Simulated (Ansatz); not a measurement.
These are results of DFT PBE, scalar-relativistic, plane waves, PAW in Ansatz 0.2.0, not measurements. Settings: cutoff 420 eV, Γ-centred meshes spaced at most about 0.3 Å⁻¹, and about 0.25 Å⁻¹ or finer for metals (2π included), Gaussian smearing. Collinear spin in cells that started with moments and kept them past the coarse steps, no spin elsewhere.

All energies are static (0 K, no zero-point motion).

Two forms of FePt were relaxed alike.

A. (site moments Fe 3.0; Pt 0.4 μB)

```
CELL_PARAMETERS angstrom
2.72910 0.00000 0.00000
0.00000 2.72910 0.00000
0.00000 0.00000 3.76523
ATOMIC_POSITIONS crystal
Fe 0.50000 0.50000 0.50000
Pt 0.00000 0.00000 0.00000
```

B. (site moments Fe 2.9; Pt 0.3 μB)

```
CELL_PARAMETERS angstrom
2.72918 0.00000 0.00000
-1.36459 2.36354 0.00000
0.00000 0.00000 4.37078
ATOMIC_POSITIONS crystal
Fe 0.33333 0.66667 0.50000
Pt 0.66667 0.33333 0.00000
```

Problem. Which would you expect to be lower, and how large is the difference?

Solution. A is lower, by 121 meV/atom. A has the CuAu (L1_0) type, space group P4/mmm (No. 123), 14.0 Å³/atom and no gap on its mesh; B has Fe and Pt ordered on hcp sites, space group P-6m2 (No. 187), 14.1 Å³/atom and no gap. Counting all near atoms (those within 1.25 times the shortest distance at each site), A and B both have Fe 12, Pt 12. Both come from invented guesses. The part of the Crystallography Open Database at hand lists FePt in space group No. 123; sharing a group (P4/mmm) doesn't make a cell the listed structure.

These runs have no spin–orbit coupling, which can matter for Pt. Another magnetic order may lie lower. Cells relaxed within their symmetry can be saddle points.
